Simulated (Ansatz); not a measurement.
## Au in Ansatz: the effect of functional

Au:

```
Au
1.0
     1.40184   -2.53878    0.00000
     1.40184    2.53878    0.00000
     0.00000    0.00000    4.86033
Au
2
Cartesian
  1.4018 0.8395 1.2151
  1.4018 -0.8395 3.6452
```

This isn't the form of Au at room conditions, which is fcc.

The cell isn't the ideal one: volume scaled by 0.98.

Alike in all runs:

* Program: Ansatz 0.2.0
* Task: single point
* Potentials or basis: Ansatz PAW
* k mesh: 11 × 11 × 6
* Occupations: fermi-dirac, width 0.05 eV
* Spin: no spin polarisation

```csv
functional,cutoff,pressure (GPa),largest force (eV/Å)
LDA,420 eV (not typed: the program's choice for these potentials),?,?
PBEsol,420 eV (not typed: the program's choice for these potentials),-2.2,0.03
r2SCAN,500 eV (not typed: the program's choice for these potentials),2.8,0.02
```

Q: What does the run with functional LDA give?

A: Pressure -6.8 GPa; largest force 0.02 eV/Å.

Caveats: the PAW data sets come from PBE, with cores solved anew for the run's functional, which leaves a small shift of forces and pressure.
